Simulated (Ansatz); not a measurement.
# Pb (Im-3m) in Ansatz: notebook

Aim: see how the results for Pb move with the level of theory and the settings. Levels: LDA, PBE, PBEsol. Tasks: elastic constants, phonons.

All numbers are computed with Ansatz 0.2.0; they aren't measurements. Logs are shortened: lines on timing, memory, paths and dates and some standing lists are left out, and cuts for length are marked.

## 1. Starting point

Symmetry: Im-3m, No. 229, cubic system. Conventional cell: a = 3.959 Å, b = 3.959 Å, c = 3.959 Å, α = 90.00°, β = 90.00°, γ = 90.00°. Around Pb (site symmetry m-3m) lie 8 Pb at 3.43 Å.

This isn't the form of Pb at room conditions, which is fcc.

## 2. Elastic constants, LDA

The input, input.yaml:

```yaml
crystal:
  lattice:
    - [-1.9796595667, 1.9796595667, 1.9796595667]
    - [1.9796595667, -1.9796595667, 1.9796595667]
    - [1.9796595667, 1.9796595667, -1.9796595667]
  atoms:
    - { symbol: Pb, position: [0.0, 0.0, 0.0] }
hamiltonian:
  xc: lda
  pseudopotentials: { kind: paw }
kpoints:
  mp_grid: { grid: [7, 7, 7] }
scf:
  occupations: { method: fermi_dirac, width: 0.05 }
output:
  forces: true
  stress: true
elastic:
  mode: clamped_ion
  stencil: two_point
```

Potentials or basis: Ansatz PAW.

On the command line:

```
> ansatz run input.yaml --threads 2 --pin off --max-ram 5632MiB --backend cpu --events-out ev --progress --plain --runs-dir out
```

What it wrote:

```text
Warning: RAYON_NUM_THREADS=2 ignored (pool sized by the plan → 2); use --threads N
Engine: ansatz 0.2.0, aarch64-unknown-linux-gnu
Pseudopotentials: kind: paw
Pseudopotential: Pb, paw, valence charge 14, recommended cutoff 420 eV (normal), Pb.paw.azcp
Functional definition: SPW92
  exchange = slater_x
  correlation = pw_c
Crystal: 1 atoms, lattice volume = 31.034 Å³
Basis set: ecut = 420 eV, 603 PW (Γ)
Bands: 11, of which v1, the nominal top of the filled ones, is band 7 counted from 1 (6 counted from 0)
Symmetry: 48 space group operations
Space group: Im-3m (ITA 229), of the structure as read, at distance tolerance 3.1e-5 Å
k-points: 20 of 343
Non-local potential: Pb, projectors of the file, l = 0: 2, l = 1: 2, l = 2: 2, l = 3: 2
PAW form: soft (Blöchl's): semilocal exchange-correlation on the pseudo side does not see the compensation charge
PAW frozen core: Pb, regenerated for the run's functional, and the local potential with it (the file was generated under x = pbe(κ = 0.804, μ = 0.2195149727645171), c = pbe(β = 0.06672455060314922))
PAW one-centre angular grid: Pb, 590 points (default); XC on 64 Gauss nodes
Initial density: superposition of atomic densities (neutral atoms: chi_scale 0, normalization atom), corrected by the library's trained network
Initial wavefunctions: pseudopotential atomic-orbital guess
Functional: x = slater, c = lda
SCF iter   1: F=—  HF=-11602.324444 eV  |F-HF|=—  |Δ(HF+E_count)|=         —  Δρ=4.40e-3  dr2=3.73e-3  ethr=1.77e-3  ⟨swp⟩=5.8  Hψ=1447  notcnv=0
preconditioner: auto → none  [insulator: Δε(μ)=0.254 eV  Ē_g=19.903 eV  σ=0.050 eV  W_gap=0.72  n_scr=12 (ndim 8)  ℏωp=24.9 eV  f_vac=0.000  D(μ)=0.35/eV (n_scr^D=0)  ε∞_Penn≈2.6]
SCF iter   2: F=—  HF=-11602.322517 eV  |F-HF|=—  |Δ(HF+E_count)|=   1.93e-3  Δρ=1.21e-3  dr2=2.87e-4  ethr=2.66e-5  ⟨swp⟩=2.5  Hψ=531  notcnv=0
SCF iter   3: F=—  HF=-11602.322474 eV  |F-HF|=—  |Δ(HF+E_count)|=   4.31e-5  Δρ=2.21e-4  dr2=1.45e-5  ethr=2.05e-6  ⟨swp⟩=2.0  Hψ=336  notcnv=0
SCF iter   4: F=—  HF=-11602.322473 eV  |F-HF|=—  |Δ(HF+E_count)|=   6.28e-7  Δρ=3.20e-5  dr2=4.00e-7  ethr=1.04e-7  ⟨swp⟩=1.9  Hψ=286  notcnv=0
SCF iter   5: F=—  HF=-11602.322479 eV  |F-HF|=—  |Δ(HF+E_count)|=   6.08e-6  Δρ=3.89e-6  dr2=1.59e-9  ethr=2.86e-9  ⟨swp⟩=2.0  Hψ=356  notcnv=0
SCF iter   6: F=—  HF=-11602.322479 eV  |F-HF|=—  |Δ(HF+E_count)|=  3.57e-10  Δρ=2.83e-7  dr2=2.69e-11  ethr=1.14e-11  ⟨swp⟩=2.8  Hψ=361  notcnv=0
SCF iter   7: F=—  HF=-11602.322479 eV  |F-HF|=—  |Δ(HF+E_count)|=  2.00e-11  Δρ=3.25e-8  dr2=2.60e-13  ethr=1.92e-13 (applied; sched 1.00e-12)  ⟨swp⟩=2.0  Hψ=354  notcnv=0  defer=4
SCF iter   8: F=-11602.322479 eV  HF=-11602.322479 eV  |F-HF|=1.82e-12  |Δ(HF+E_count)|=  1.82e-12  Δρ=3.78e-9  dr2=5.54e-15  ethr=1.00e-12  ⟨swp⟩=5.3  Hψ=946  notcnv=0
SCF 1 converged in 8 iterations: F = -11602.322479 eV  dr2 = 5.54e-15
Crystal: 1 atoms, lattice volume = 30.971 Å³
Symmetry: 16 space group operations
k-points: 40 of 343
Initial density: handed on by an earlier stage of this run
Initial wavefunctions: those handed on with the density
iter 1 solved again at ethr=3.45e-8 eV; its pass at ethr=3.10e-3 eV (dr2=4.83e-6 eV) is discarded
SCF iter   1: F=—  HF=-11602.323894 eV  |F-HF|=—  |Δ(HF+E_count)|=         —  Δρ=3.58e-5  dr2=3.60e-7  ethr=3.45e-8  ⟨swp⟩=3.5  Hψ=4187  notcnv=0  defer=5
preconditioner: auto → none  [insulator: Δε(μ)=0.245 eV  Ē_g=19.963 eV  σ=0.050 eV  W_gap=0.71  n_scr=12 (ndim 8)  ℏωp=25.0 eV  f_vac=0.000  D(μ)=0.36/eV (n_scr^D=0)  ε∞_Penn≈2.6]
SCF iter   2: F=—  HF=-11602.323895 eV  |F-HF|=—  |Δ(HF+E_count)|=   1.48e-6  Δρ=1.46e-5  dr2=3.82e-8  ethr=2.57e-9  ⟨swp⟩=2.5  Hψ=736  notcnv=0  defer=5
SCF iter   3: F=—  HF=-11602.323896 eV  |F-HF|=—  |Δ(HF+E_count)|=   1.18e-8  Δρ=5.42e-6  dr2=5.15e-9  ethr=2.73e-10  ⟨swp⟩=1.0  Hψ=433  notcnv=0  defer=5
SCF iter   4: F=—  HF=-11602.323896 eV  |F-HF|=—  |Δ(HF+E_count)|=   2.24e-9  Δρ=2.07e-7  dr2=9.09e-12  ethr=3.68e-11  ⟨swp⟩=1.1  Hψ=437  notcnv=0  defer=5
SCF iter   5: F=—  HF=-11602.323896 eV  |F-HF|=—  |Δ(HF+E_count)|=  3.64e-12  Δρ=2.55e-8  dr2=1.24e-13  ethr=6.49e-14 (applied; sched 1.00e-12)  ⟨swp⟩=2.5  Hψ=754  notcnv=0  defer=7
SCF iter   6: F=-11602.323896 eV  HF=-11602.323896 eV  |F-HF|=0.00e0  |Δ(HF+E_count)|=  3.64e-12  Δρ=3.09e-9  dr2=2.94e-15  ethr=1.00e-12  ⟨swp⟩=4.0  Hψ=1383  notcnv=0
SCF 2 converged in 6 iterations: F = -11602.323896 eV  dr2 = 2.94e-15
Crystal: 1 atoms, lattice volume = 31.096 Å³
iter 1 solved again at ethr=1.01e-11 eV; its pass at ethr=3.10e-3 eV (dr2=1.42e-9 eV) is discarded
SCF iter   1: F=—  HF=-11602.321026 eV  |F-HF|=—  |Δ(HF+E_count)|=         —  Δρ=2.80e-6  dr2=1.43e-9  ethr=1.01e-11  ⟨swp⟩=2.6  Hψ=4043  notcnv=0  defer=5
preconditioner: auto → none  [insulator: Δε(μ)=0.234 eV  Ē_g=19.944 eV  σ=0.050 eV  W_gap=0.69  n_scr=12 (ndim 8)  ℏωp=24.9 eV  f_vac=0.000  D(μ)=0.36/eV (n_scr^D=0)  ε∞_Penn≈2.6]
SCF iter   2: F=—  HF=-11602.321026 eV  |F-HF|=—  |Δ(HF+E_count)|=  4.91e-11  Δρ=1.49e-6  dr2=3.87e-10  ethr=1.01e-11  ⟨swp⟩=1.0  Hψ=433  notcnv=0  defer=5
SCF iter   3: F=—  HF=-11602.321026 eV  |F-HF|=—  |Δ(HF+E_count)|=  4.18e-11  Δρ=2.56e-7  dr2=1.84e-11  ethr=2.76e-12  ⟨swp⟩=1.0  Hψ=433  notcnv=0  defer=5
SCF iter   4: F=-11602.321026 eV  HF=-11602.321026 eV  |F-HF|=5.46e-12  |Δ(HF+E_count)|=  1.09e-11  Δρ=1.52e-8  dr2=2.58e-14  ethr=1.00e-12  ⟨swp⟩=3.7  Hψ=1913  notcnv=0
SCF 3 converged in 4 iterations: F = -11602.321026 eV  dr2 = 2.58e-14
Symmetry: 8 space group operations
k-points: 64 of 343
iter 1 solved again at ethr=1.43e-8 eV; its pass at ethr=3.10e-3 eV (dr2=2.00e-6 eV) is discarded
SCF iter   1: F=—  HF=-11602.322478 eV  |F-HF|=—  |Δ(HF+E_count)|=         —  Δρ=3.05e-5  dr2=4.32e-7  ethr=1.43e-8  ⟨swp⟩=3.5  Hψ=6753  notcnv=0  defer=8
preconditioner: auto → none  [insulator: Δε(μ)=0.226 eV  Ē_g=19.954 eV  σ=0.050 eV  W_gap=0.66  n_scr=12 (ndim 8)  ℏωp=24.9 eV  f_vac=0.000  D(μ)=0.36/eV (n_scr^D=0)  ε∞_Penn≈2.6]
SCF iter   2: F=—  HF=-11602.322475 eV  |F-HF|=—  |Δ(HF+E_count)|=   2.81e-6  Δρ=1.19e-5  dr2=5.71e-8  ethr=3.09e-9  ⟨swp⟩=1.0  Hψ=698  notcnv=0  defer=8
SCF iter   3: F=—  HF=-11602.322475 eV  |F-HF|=—  |Δ(HF+E_count)|=   1.56e-8  Δρ=1.36e-6  dr2=3.03e-10  ethr=4.08e-10  ⟨swp⟩=1.9  Hψ=784  notcnv=0  defer=8
SCF iter   4: F=—  HF=-11602.322475 eV  |F-HF|=—  |Δ(HF+E_count)|=  1.66e-10  Δρ=1.03e-7  dr2=2.37e-12  ethr=2.17e-12  ⟨swp⟩=2.5  Hψ=1116  notcnv=0  defer=8
SCF iter   5: F=-11602.322475 eV  HF=-11602.322475 eV  |F-HF|=1.82e-12  |Δ(HF+E_count)|=    0.00e0  Δρ=1.97e-8  dr2=9.75e-14  ethr=1.00e-12  ⟨swp⟩=5.0  Hψ=2492  notcnv=0
SCF 4 converged in 5 iterations: F = -11602.322475 eV  dr2 = 9.75e-14
iter 1 solved again at ethr=1.00e-11 eV; its pass at ethr=3.10e-3 eV (dr2=1.40e-9 eV) is discarded
SCF iter   1: F=—  HF=-11602.322475 eV  |F-HF|=—  |Δ(HF+E_count)|=         —  Δρ=1.84e-6  dr2=1.39e-9  ethr=1.00e-11  ⟨swp⟩=2.6  Hψ=6436  notcnv=0  defer=7
SCF iter   2: F=—  HF=-11602.322475 eV  |F-HF|=—  |Δ(HF+E_count)|=  4.78e-10  Δρ=7.23e-7  dr2=1.97e-10  ethr=9.91e-12  ⟨swp⟩=1.0  Hψ=698  notcnv=0  defer=7
SCF iter   3: F=—  HF=-11602.322475 eV  |F-HF|=—  |Δ(HF+E_count)|=  7.09e-11  Δρ=5.51e-8  dr2=2.94e-13  ethr=1.41e-12  ⟨swp⟩=2.2  Hψ=1104  notcnv=0  defer=7
SCF iter   4: F=-11602.322475 eV  HF=-11602.322475 eV  |F-HF|=3.64e-12  |Δ(HF+E_count)|=  1.82e-12  Δρ=1.38e-8  dr2=3.60e-14  ethr=1.00e-12  ⟨swp⟩=4.2  Hψ=2275  notcnv=0
SCF 5 converged in 4 iterations: F = -11602.322475 eV  dr2 = 3.60e-14
SCF converged after 8 iterations
Free energy (F): -11602.322479 eV
Harris-Foulkes:  -11602.322479 eV  (|F-HF|=1.82e-12)
Internal energy: -11602.319360 eV  (E = F + TS)
E sigma→0 (E₀):  -11602.320920 eV
Entropy (-TS):   -0.003119 eV (-3.119 meV/atom)
Fermi energy:    10.310570 eV
--- Per-component energies (eV) ---
  E_band       = -45.782705
  E_kinetic    = 289.234654
  E_local      = -1034.317195  (includes V_loc(G=0)·N_el)
  E_nonlocal   = 353.660587
  E_hartree    = 407.948978
  E_xc         = -218.971064
  E_vxc        = -133.328536  (∫ρ·V_xc dr)
  E_paw        = -10102.716096  (= ΣΔE_a)
  E_vpaw       = -336.930215  (= ΣTr[D̂ρ^β])
  E_aug_tail   = 0.000043  (compensation charges beyond the density's cutoff)
  E_ewald      = -1297.081552
  E_core_change = -0.077714  (= ΣΔE_core)
  E_smearing   = -0.003119  (= −TS)
  E_closure    = 0.000000  (closes the sum)
  Σ components = -11602.322479   (vs F -11602.322479, Δ=0.00e0)
--- Forces (eV/Å), atoms counted from 1 ---
  atom   1  Pb    -0.00000000     0.00000000     0.00000000
  max |Σ_I F_I| component: 1.15e-30 eV/Å
--- Stress (GPa, compression-positive) ---
       -3.702472      -0.000000      -0.000000
        0.000000      -3.702472       0.000000
        0.000000      -0.000000      -3.702472
  P = ⅓ Tr σ = -3.7025 GPa (-37.025 kbar)
--- Band table (eV; the first three rows and the last of 20) ---
  k-point 0: bands = ["-6.7658", "-6.7658", "-6.7658", "-6.5382", "-6.5382", "-1.3867", "17.5921", "17.5921", "17.5921", "21.3935", "21.3935"]
  k-point 1: bands = ["-6.7809", "-6.7486", "-6.6991", "-6.5540", "-6.5397", "-0.9828", "14.4922", "16.4682", "17.1004", "19.7407", "20.5826"]
  k-point 2: bands = ["-6.8146", "-6.7367", "-6.5696", "-6.5450", "-6.5428", "0.2082", "10.2577", "14.7585", "16.0846", "18.4333", "19.6942"]
  k-point 19: bands = ["-6.8015", "-6.7876", "-6.4556", "-6.4556", "-6.4491", "4.3967", "9.7234", "10.1333", "10.1333", "15.0540", "16.0856"]
--- Elastic constants: 2 strain directions × 2 members + reference (group order 48) ---
  dense FFT box of the reference and of every strained cell: 24×24×24
  strains applied: 11, 23; error gains: componentwise 1.00 (the most a stress slope's error grows in a printed constant), spectral 1.73 (1 for all six strains in a standard setting)
  C = ∂σ_k/∂η_j (tension-positive GPa; Voigt order 11 22 33 23 13 12):
        49.018     30.098     30.098      0.000     -0.000     -0.000
        30.098     49.018     30.098     -0.000     -0.000      0.000
        30.098     30.098     49.018      0.000      0.000     -0.000
        -0.000     -0.000     -0.000     11.255     -0.000     -0.000
         0.000     -0.000     -0.000      0.000     11.255     -0.000
        -0.000      0.000      0.000     -0.000     -0.000     11.255
  reference stress σ⁰ (GPa):      3.702      3.702      3.702      0.000      0.000     -0.000
  C* (energy form; C + prestress term) asymmetry max|C*_kj − C*_jk| = 1.421e-14 GPa — a small one proves nothing (zero by symmetry where the batch's group is 432, −43m or m−3m); a large one is finite-difference/SCF noise where every solve meets its electron count
  moduli (Voigt/Reuss/Hill, GPa): K = 36.40/36.40/36.40   G = 10.54/10.46/10.50   E = 28.74   ν = 0.368
  mechanically stable: yes (min eigenvalue of sym C = 11.26 GPa)
  strain η (Voigt 11):  stress-route row diagonal C_11 = 49.02 GPa, energy-path curvature d²(F+E_count+ΔE)/dδ²/Ω₀ = 49.09 GPa
         δ    σ_11 (GPa)             F (eV)   n_scf  n_hpsi   n_pw
    -2.000e-3       3.6033      -11602.3238955       6    8574    614
     2.000e-3       3.7994      -11602.3210260       4    7466    616
  strain η (Voigt 23):  stress-route row diagonal C_44 = 11.26 GPa, energy-path curvature d²(F+E_count+ΔE)/dδ²/Ω₀ = 9.37 GPa
         δ    σ_23 (GPa)             F (eV)   n_scf  n_hpsi   n_pw
    -2.000e-3      -0.0225      -11602.3224754       5   12873    616
     2.000e-3       0.0225      -11602.3224754       4   11543    616
```

Run time: 2.2 s. Hardware: 2 threads of Arm Neoverse V2, shared host; peak memory 0.29 GiB.

What came out:

| Item | Value |
| --- | --- |
| Free energy | -11602.3225 eV |
| Pressure | -3.7 GPa |
| Band gap on the k mesh | none (metal or under the smearing width) |
| Elastic constants C11, C12, C44 | 49, 30, 11 GPa |
| Voigt bulk modulus | 36 GPa |

Elastic tensor in Voigt notation (GPa, in the Cartesian axes of the cell as first typed):
```
49 30 30  0  0  0
30 49 30  0  0  0
30 30 49  0  0  0
 0  0  0 11  0  0
 0  0  0  0 11  0
 0  0  0  0  0 11
```

Caveat: the cell is more than 3 GPa from zero pressure, which shifts response properties; elastic constants of metals need much finer meshes, so these are rough; the PAW data sets come from PBE, with cores solved anew for the run's functional, which leaves a small shift of forces and pressure.

## 3. Phonons, PBE

Changes to input.yaml since step 2:

```diff
@@ -8,3 +8,3 @@
 hamiltonian:
-  xc: lda
+  xc: pbe
   pseudopotentials: { kind: paw }
@@ -14,7 +14,3 @@
   occupations: { method: fermi_dirac, width: 0.05 }
-output:
-  forces: true
-  stress: true
-elastic:
-  mode: clamped_ion
-  stencil: two_point
+phonons:
+  method: dfpt
```

Potentials or basis: Ansatz PAW.

On the command line:

```
> ansatz run input.yaml --threads 2 --pin off --max-ram 5632MiB --backend cpu --events-out ev --progress --plain --runs-dir out
```

What it wrote:

```text
Warning: RAYON_NUM_THREADS=2 ignored (pool sized by the plan → 2); use --threads N
[... 3 set-up lines as earlier in the session ...]
Functional definition: PBE
  parameter kappa = 0.804
  parameter beta = 0.06672455060314922
  exchange = pbe_x(kappa = kappa, mu = beta*pi^2/3)
  correlation = pbe_c(beta = beta)
Crystal: 1 atoms, lattice volume = 31.034 Å³
Basis set: ecut = 420 eV, 603 PW (Γ), exchange–correlation on 48×48×48 points (8 copies of the dense FFT grid, shifted against one another)
Bands: 11, of which v1, the nominal top of the filled ones, is band 7 counted from 1 (6 counted from 0)
[... 1 set-up line as earlier in the session ...]
k-points: 40 of 343 (irreducible under 8 space group operations, time reversal used)
[... 5 set-up lines as earlier in the session ...]
Functional: x = pbe(κ = 0.804, μ = 0.2195149727645171), c = pbe(β = 0.06672455060314922)
SCF iter   1: F=—  HF=-11906.397531 eV  |F-HF|=—  |Δ(HF+E_count)|=         —  Δρ=8.07e-4  dr2=1.09e-4  ethr=1.77e-3  ⟨swp⟩=5.8  Hψ=2906  notcnv=0
preconditioner: auto → none  [insulator: Δε(μ)=0.257 eV  Ē_g=20.003 eV  σ=0.050 eV  W_gap=0.73  n_scr=12 (ndim 8)  ℏωp=24.9 eV  f_vac=0.000  D(μ)=0.35/eV (n_scr^D=0)  ε∞_Penn≈2.6]
SCF iter   2: F=—  HF=-11906.397118 eV  |F-HF|=—  |Δ(HF+E_count)|=   4.14e-4  Δρ=4.38e-4  dr2=3.53e-5  ethr=7.76e-7  ⟨swp⟩=2.1  Hψ=1032  notcnv=0
SCF iter   3: F=—  HF=-11906.397152 eV  |F-HF|=—  |Δ(HF+E_count)|=   3.48e-5  Δρ=2.77e-4  dr2=2.70e-5  ethr=2.52e-7  ⟨swp⟩=2.0  Hψ=711  notcnv=0  defer=1
SCF iter   4: F=—  HF=-11906.397141 eV  |F-HF|=—  |Δ(HF+E_count)|=   1.14e-5  Δρ=1.00e-4  dr2=3.80e-6  ethr=1.93e-7  ⟨swp⟩=2.7  Hψ=732  notcnv=0
SCF iter   5: F=—  HF=-11906.397128 eV  |F-HF|=—  |Δ(HF+E_count)|=   1.29e-5  Δρ=6.38e-6  dr2=1.69e-8  ethr=2.72e-8  ⟨swp⟩=2.0  Hψ=711  notcnv=0
SCF iter   6: F=—  HF=-11906.397133 eV  |F-HF|=—  |Δ(HF+E_count)|=   4.93e-6  Δρ=2.40e-6  dr2=2.55e-9  ethr=1.20e-10  ⟨swp⟩=2.4  Hψ=729  notcnv=0
SCF iter   7: F=—  HF=-11906.397133 eV  |F-HF|=—  |Δ(HF+E_count)|=   1.58e-9  Δρ=7.73e-7  dr2=2.70e-10  ethr=1.82e-11  ⟨swp⟩=2.2  Hψ=705  notcnv=0
SCF iter   8: F=-11906.397133 eV  HF=-11906.397133 eV  |F-HF|=9.09e-12  |Δ(HF+E_count)|=  1.71e-10  Δρ=1.31e-7  dr2=7.04e-12  ethr=1.00e-12  ⟨swp⟩=5.6  Hψ=2449  notcnv=0
SCF 1 converged in 8 iterations: F = -11906.397133 eV  dr2 = 7.04e-12
DFPT response loops at Γ: preconditioner auto → Kerker (q_TF=auto, 2.389 Å⁻¹) (partly filled bands, converged f_vac=0.000); β = 1.00, the filter's whole step (`scf.mixing.beta` (0.50) is not read by the response loops under this deck's `scf.mixing.preconditioner`; to damp them name `kerker` or `kerker_dos`, under which they read `scf.mixing.beta`, and type it under 1.00, their step now; both keys bind the ground state too); Broyden in place of MSR1
SCF converged after 8 iterations
Free energy (F): -11906.397133 eV
Harris-Foulkes:  -11906.397133 eV  (|F-HF|=9.09e-12)
Internal energy: -11906.394077 eV  (E = F + TS)
E sigma→0 (E₀):  -11906.395605 eV
Entropy (-TS):   -0.003056 eV (-3.056 meV/atom)
Fermi energy:    10.705878 eV
--- Per-component energies (eV) ---
  E_band       = -41.554237
  E_kinetic    = 288.737390
  E_local      = -1030.042478  (includes V_loc(G=0)·N_el)
  E_nonlocal   = 349.605394
  E_hartree    = 408.806378
  E_xc         = -220.550187
  E_vxc        = -132.222962  (∫ρ·V_xc dr)
  E_paw        = -10405.869068  (= ΣΔE_a)
  E_vpaw       = -335.244275  (= ΣTr[D̂ρ^β])
  E_aug_tail   = 0.000045  (compensation charges beyond the density's cutoff)
  E_ewald      = -1297.081552
  E_smearing   = -0.003056  (= −TS)
  E_closure    = 0.000000  (closes the sum)
  Σ components = -11906.397133   (vs F -11906.397133, Δ=0.00e0)
--- Band table (eV; the first three rows and the last of 40) ---
  k-point 0: bands = ["-6.5040", "-6.5040", "-6.5040", "-6.2804", "-6.2804", "-0.9736", "18.0641", "18.0641", "18.0641", "21.6865", "21.6865"]
  k-point 1: bands = ["-6.5189", "-6.4870", "-6.4381", "-6.2959", "-6.2819", "-0.5678", "14.9150", "16.9177", "17.5501", "20.0373", "20.8754"]
  k-point 2: bands = ["-6.5522", "-6.4750", "-6.3111", "-6.2861", "-6.2849", "0.6300", "10.6529", "15.1926", "16.5004", "18.7319", "19.9827"]
  k-point 39: bands = ["-6.5401", "-6.5264", "-6.1980", "-6.1980", "-6.1916", "4.8784", "10.1108", "10.5254", "10.5254", "15.3201", "16.3709"]
--- Phonons (Γ-DFPT): 1 representative perturbation + reference, on 40 of 343 k-points (Σ response iterations 3) ---
  k mesh reduced under 8 symmetry operations, with k and −k counted as one. Each operation leaves every solved perturbation unchanged. A smaller set is not used because it would not reduce the number of displacements times k-points to solve
  ASR residual: 3.069e-5 → 0.000e0 eV/Å²; symmetrization residual: 1.152e-19 eV/Å²
  ASR residual per site (eV/Å²): 3.07e-5
  Γ frequencies (cm⁻¹): 0.00 0.00 0.00
  non-analytic LO–TO correction: not included (Born effective charges unavailable; polar crystals: no LO–TO splitting at Γ)
```

second_order_force_constants.tsv:

```text
# format = ansatz-second-order-force-constants/2
# a1_ang = -1.9796595667e0 1.9796595667e0 1.9796595667e0
# a2_ang = 1.9796595667e0 -1.9796595667e0 1.9796595667e0
# a3_ang = 1.9796595667e0 1.9796595667e0 -1.9796595667e0
# n_basis = 1
# site_fields = element frac_a1 frac_a2 frac_a3 mass_amu
# site 0 = Pb 0e0 0e0 0e0 2.072e2
# supercell = 1 1 1
# site_rule = site = cell*n_basis + kappa, cell = (t1*n2 + t2)*n3 + t3, with n1 n2 n3 from the supercell key
# method = dfpt
# k_mesh = 7 7 7
# k_mesh_shift = 0 0 0
# occupation_method = fermi_dirac
# smearing_width_ev = 5e-2
# n_rotations = 48
# rotation 0 = -1 0 0 -1 0 1 -1 1 0
# rotation 1 = -1 0 0 -1 1 0 -1 0 1
# rotation 2 = -1 0 0 0 -1 0 0 0 -1
# rotation 3 = -1 0 0 0 0 -1 0 -1 0
# rotation 4 = -1 0 1 -1 0 0 -1 1 0
# rotation 5 = -1 0 1 -1 1 0 -1 0 0
[... 40 lines left out ...]
# rotation 46 = 1 0 0 1 -1 0 1 0 -1
# rotation 47 = 1 0 0 1 0 -1 1 -1 0
# asr_row_sum_pre_ev_ang2 0 = -3.0690597956031795e-5 -5.0154425635084264e-37 5.64237288394698e-37 -5.0154425635084264e-37 -3.0690597956031795e-5 2.695800377885779e-36 5.64237288394698e-37 2.695800377885779e-36 -3.0690597956031795e-5
# asr_residual_pre_ev_ang2 = 3.0690597956031795e-5
# asr_residual_post_ev_ang2 = 0e0
# symmetrization_residual_ev_ang2 = 1.1523510574176364e-19
# units = eV/Å^2
# kappa	j	t1	t2	t3	kappa_j	phi_xx	phi_xy	phi_xz	phi_yx	phi_yy	phi_yz	phi_zx	phi_zy	phi_zz
0	0	0	0	0	0	0e0	0e0	0e0	0e0	0e0	0e0	0e0	0e0	0e0
```

Run time: 1.4 s. Hardware: 2 threads of Arm Neoverse V2, shared host; peak memory 0.34 GiB.

What came out:

| Property | Result |
| --- | --- |
| Free energy | -11906.3971 eV |
| Band gap on the k mesh | none (metal or under the smearing width) |

The run has no spin-orbit coupling, so splittings on Pb are missing.

## 4. Elastic constants, PBE

Changes to input.yaml since step 3:

```diff
@@ -14,3 +14,7 @@
   occupations: { method: fermi_dirac, width: 0.05 }
-phonons:
-  method: dfpt
+output:
+  forces: true
+  stress: true
+elastic:
+  mode: relaxed_ion
+  stencil: two_point
```

On the command line:

```
> ansatz run input.yaml --threads 2 --pin off --max-ram 5632MiB --backend cpu --events-out ev --progress --plain --runs-dir out
```

It took 2.3 s on 2 threads of Arm Neoverse V2, shared host; peak memory 0.3 GiB.

It converged, with:

| Item | Value |
| --- | --- |
| Free energy | -11906.3971 eV |
| Pressure | 0.5 GPa |
| Band gap on the k mesh | none (metal or under the smearing width) |
| Elastic constants C11, C12, C44 | 58, 38, 15 GPa |
| Voigt bulk modulus | 45 GPa |

Levels at points of the mesh, in eV from the Fermi level:
```tsv
k point	band 3	band 4	band 5	band 6	band 7	band 8	band 9	band 10	band 11
(0.00, 0.00, 0.00)	-17.21	-16.99	-16.99	-11.68	7.36	7.36	7.36	10.98	10.98
```

Elastic tensor in Voigt notation (GPa, in the Cartesian axes of the cell as first typed):
```
58 38 38  0  0  0
38 58 38  0  0  0
38 38 58  0  0  0
 0  0  0 15  0  0
 0  0  0  0 15  0
 0  0  0  0  0 15
```

Caveat: elastic constants of metals need much finer meshes, so these are rough. Spin-orbit coupling is left out, which matters for the levels of Pb.

(Part 1 of 2 ends here.)
